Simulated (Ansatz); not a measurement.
Crystal: SnTe.

```
Te Sn
1.0
     0.00000    3.15085    3.15085
     3.15085    0.00000    3.15085
     3.15085    3.15085    0.00000
Te Sn
1 1
Direct
  0.50000 0.50000 0.50000
  0.00000 0.00000 0.00000
```

- Program: Ansatz 0.2.0
- Task: single point
- Functional: PBE
- Potentials or basis: all-electron LAPW, scalar-relativistic
- Cutoff: 185 eV (chosen from the basis error)
- Basis error allowed: 0.001 eV/atom
- k mesh: 7 × 7 × 7
- Occupations: fermi-dirac, width 0.05 eV
- Spin: no spin polarisation

On this cell: pressure 2.2 GPa; largest force zero by symmetry; band gap on the k mesh not listed.

The same run follows on a disturbed copy (atoms moved at random, drawn with an rms of 0.05 Å):

```
Te Sn
1.0
     0.00000    3.15085    3.15085
     3.15085    0.00000    3.15085
     3.15085    3.15085    0.00000
Te Sn
1 1
Direct
  0.51041 0.49414 0.50590
  0.00359 0.99017 0.99647
```

Q: What does the disturbed cell give?

A: The energy moves by +0.3 meV/atom; pressure 2.3 GPa; largest force 0.021 eV/Å; band gap on the k mesh 0.66 eV, direct.

Forces on the atoms (eV/Å):
```
Te  -0.012 -0.014 -0.009
Sn   0.012  0.014  0.009
```

Caveats: spin-orbit coupling is left out, which moves the levels of the heavy elements (some runs); an odd mesh through Γ misses points on the zone boundary, where band edges often lie (some runs).
